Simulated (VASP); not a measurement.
# Si (Fd-3m) in VASP: settings compared, part 2 of 2

VASP 6.6.1. The steps go on from the part before.

### Step 5. Elastic constants, r2SCAN

POSCAR reads:

```
Si
1.0
    0.0000000000      2.7155000000      2.7155000000
    2.7155000000      0.0000000000      2.7155000000
    2.7155000000      2.7155000000      0.0000000000
Si
2
Direct
    0.0000000000      0.0000000000      0.0000000000
    0.2500000000      0.2500000000      0.2500000000
```

INCAR.step1 reads:

```
  ALGO = Normal
  EDIFF = 1E-8
  EDIFFG = -0.002
  ENCUT = 600
  IBRION = 2
  ISIF = 3
  ISMEAR = -1
  LASPH = T
  LCHARG = F
  LMIXTAU = T
  LREAL = F
  LWAVE = F
  METAGGA = R2SCAN
  NELM = 100
  NSW = 40
  PREC = Accurate
  SIGMA = 0.02
```

INCAR.step2 reads:

```
  ALGO = Normal
  EDIFF = 1E-8
  ENCUT = 600
  IBRION = 6
  ISIF = 3
  ISMEAR = -1
  LASPH = T
  LCHARG = F
  LMIXTAU = T
  LREAL = F
  LWAVE = F
  METAGGA = R2SCAN
  NELM = 100
  NFREE = 2
  NSW = 1
  POTIM = 0.015
  PREC = Accurate
  SIGMA = 0.02
```

KPOINTS reads:

```
k-points
0
Gamma
  10 10 10
```

Potentials or basis: VASP PAW PBE potentials, release 64 (Si).

Launch:

```
$ cat potpaw_PBE.64/Si/POTCAR > POTCAR
$ cp INCAR.step1 INCAR
$ mpirun -np 1 vasp_std > vasp.out
$ cp CONTCAR POSCAR
$ cp INCAR.step2 INCAR
$ mpirun -np 1 vasp_std > vasp.out
```

OUTCAR:

```text
EDIFF = 1E-8
   ENCUT = 600
   IBRION = 6
   ISIF = 3
   ISMEAR = -1
   LASPH = T
   LREAL = F
   METAGGA = R2SCAN
   NELM = 100
   NFREE = 2
   NSW = 1
   POTIM = 0.015
   PREC = Accurate

 ion  position               nearest neighbor table
   1  0.000  0.000  0.000-   2 2.36   2 2.36   2 2.36   2 2.36
   2  0.250  0.250  0.250-   1 2.36   1 2.36   1 2.36   1 2.36

  LATTYP: Found a face centered cubic cell.
 ALAT       =     5.4397251552

  Lattice vectors:

 A1 = (   0.0000000000,   2.7198625776,   2.7198625776)
 A2 = (   2.7198625776,   0.0000000000,   2.7198625776)
 A3 = (   2.7198625776,   2.7198625776,   0.0000000000)

Analysis of symmetry for initial positions (statically):
[... 691 lines left out ...]
  y    -0.00000     0.00000    -0.00000     0.00000     0.00000     9.50244
  z    -0.00000    -0.00000     0.00000     9.50244     0.00000     0.00000

 INTERNAL STRAIN TENSOR FOR ION    2 for displacements in x,y,z  (eV/Angst):
          X           Y           Z          XY          YZ          ZX
  --------------------------------------------------------------------------------
  x    -0.00000     0.00000     0.00000     0.00000    -9.50244     0.00000
  y     0.00000    -0.00000     0.00000     0.00000     0.00000    -9.50244
  z     0.00000     0.00000    -0.00000    -9.50244     0.00000     0.00000

 Eigenvectors and eigenvalues of the dynamical matrix
 ----------------------------------------------------

   1 f  =   15.546973 THz    97.684515 2PiTHz  518.591213 cm-1    64.297087 meV
             X         Y         Z           dx          dy          dz
      0.000000  0.000000  0.000000     0.000000    0.115625    0.697589
      1.359931  1.359931  1.359931     0.000000   -0.115625   -0.697589
[... 16 lines left out ...]
   5 f  =    0.000000 THz     0.000000 2PiTHz    0.000000 cm-1     0.000000 meV
             X         Y         Z           dx          dy          dz
      0.000000  0.000000  0.000000     0.707107    0.000000    0.000000
      1.359931  1.359931  1.359931     0.707107    0.000000    0.000000

   6 f/i=    0.000000 THz     0.000001 2PiTHz    0.000007 cm-1     0.000001 meV
             X         Y         Z           dx          dy          dz
      0.000000  0.000000  0.000000     0.000000    0.204047    0.677027
      1.359931  1.359931  1.359931     0.000000    0.204047    0.677027

--------------------------------------------------------------------------------------------------------

 ELASTIC MODULI CONTR FROM IONIC RELAXATION (kBar)
 Direction    XX          YY          ZZ          XY          YZ          ZX
 --------------------------------------------------------------------------------
 XX          -0.0000      0.0000      0.0000      0.0000     -0.0000      0.0000
 YY           0.0000     -0.0000      0.0000      0.0000      0.0000     -0.0000
 ZZ           0.0000      0.0000     -0.0000     -0.0000      0.0000      0.0000
 XY           0.0000      0.0000     -0.0000   -258.8663      0.0000      0.0000
 YZ          -0.0000      0.0000      0.0000      0.0000   -258.8663      0.0000
 ZX           0.0000     -0.0000      0.0000      0.0000      0.0000   -258.8663
 --------------------------------------------------------------------------------

 TOTAL ELASTIC MODULI (kBar)
 Direction    XX          YY          ZZ          XY          YZ          ZX
 --------------------------------------------------------------------------------
 XX        1688.1358    618.6612    618.6612      0.0000     -0.0000      0.0000
 YY         618.6612   1688.1358    618.6612      0.0000      0.0000     -0.0000
 ZZ         618.6612    618.6612   1688.1358     -0.0000      0.0000     -0.0000
 XY           0.0000      0.0000     -0.0000    825.5274      0.0000      0.0000
 YZ          -0.0000      0.0000      0.0000      0.0000    825.5274      0.0000
 ZX           0.0000     -0.0000     -0.0000      0.0000      0.0000    825.5274
 --------------------------------------------------------------------------------
```

It took 21 min on 1 thread of Intel Xeon 6975P-C (Granite Rapids), shared host; peak memory 0.3 GiB.

What came out:

| Quantity | Value |
| --- | --- |
| Relaxed volume | 20.12 Å³/atom |
| Relaxed cell | a = 3.846 Å, b = 3.846 Å, c = 3.846 Å, α = 60.00°, β = 60.00°, γ = 60.00° |
| Space group after relaxing (to 0.05 Å) | Fd-3m (No. 227) |
| Elastic constants C11, C12, C44 | 169, 62, 83 GPa |
| Voigt bulk modulus | 98 GPa |
| Highest phonon frequency at Γ | 519 cm⁻¹ |

The path:
| step | energy change (eV) | largest force (eV/Å) | pressure (GPa) | volume (Å³) |
| --- | --- | --- | --- | --- |
| 1 | 0.0000 | 0.0000 | 0.48 | 40.05 |
| 2 | -0.0001 | 0.0000 | -0.36 | 40.39 |
| 3 | -0.0003 | 0.0000 | 0.00 | 40.24 |

Final structure:
```yaml
crystal:
  lattice:
    - [0.00000, 2.71986, 2.71986]
    - [2.71986, 0.00000, 2.71986]
    - [2.71986, 2.71986, 0.00000]
  atoms:
    - { symbol: Si, position: [0.00000, 0.00000, 0.00000] }
    - { symbol: Si, position: [0.25000, 0.25000, 0.25000] }
```

Phonon frequencies in cm⁻¹ (negative: imaginary):
```
              q point        frequencies
(0.000, 0.000, 0.000)  0 0 0 519 519 519
```

Elastic tensor in Voigt notation (GPa, in the Cartesian axes of the cell as first typed):
```
169  62  62   0   0   0
 62 169  62   0   0   0
 62  62 169   0   0   0
  0   0   0  83   0   0
  0   0   0   0  83   0
  0   0   0   0   0  83
```

Clamped-ion elastic tensor (GPa):
```
169  62  62   0   0   0
 62 169  62   0   0   0
 62  62 169   0   0   0
  0   0   0 108   0   0
  0   0   0   0 108   0
  0   0   0   0   0 108
```

Caveat: the PAW data sets were made with another functional, which shifts forces and pressure a little.
